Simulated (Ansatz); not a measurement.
Crystal: Te2Mo.

```
Te Mo
1.0
     6.33000    0.00000    0.00000
     0.00000    3.46900    0.00000
    -0.94679    0.00000   13.82762
Te Mo
8 4
Cartesian
  5.4013 2.6018 8.3588
  -0.0181 0.8672 5.4688
  4.9099 0.8672 11.7728
  0.4733 2.6018 2.0548
  1.7550 2.6018 12.3826
  3.6282 0.8672 1.4450
  2.1916 0.8672 8.9658
  3.1917 2.6018 4.8618
  4.2299 2.6018 13.7253
  1.1533 0.8672 0.1023
  3.8493 0.8672 6.8225
  1.5339 2.6018 7.0051
```

Base run:

| Item | Value |
| --- | --- |
| Program | Ansatz 0.2.0 |
| Functional | LDA |
| Potentials or basis | Ansatz PAW |
| Cutoff | 420 eV (not typed: the program's choice for these potentials) |
| k mesh | 3 × 6 × 2 |
| Occupations | fermi-dirac, width 0.05 eV |
| Spin | no spin polarisation |
| Hubbard terms | Mo d U = 8 eV |

Its results: band gap on the k mesh none (metal or under the smearing width); pressure 0.7 GPa; largest force 0.702 eV/Å.

**Question.** The run is repeated on the same cell with these changes: hubbard terms from Mo d U = 8 eV to Mo d U = 5 eV. What comes out?

**Answer.** Band gap on the k mesh none (metal or under the smearing width); pressure -2.9 GPa; largest force 0.586 eV/Å.

Caveats: U without spin polarisation on a metal has little footing; the PAW data sets come from PBE, with cores solved anew for the run's functional, which leaves a small shift of forces and pressure; the U is typed as a test and isn't derived for this compound; the density of states is complete only up to the lowest level of the last band computed.
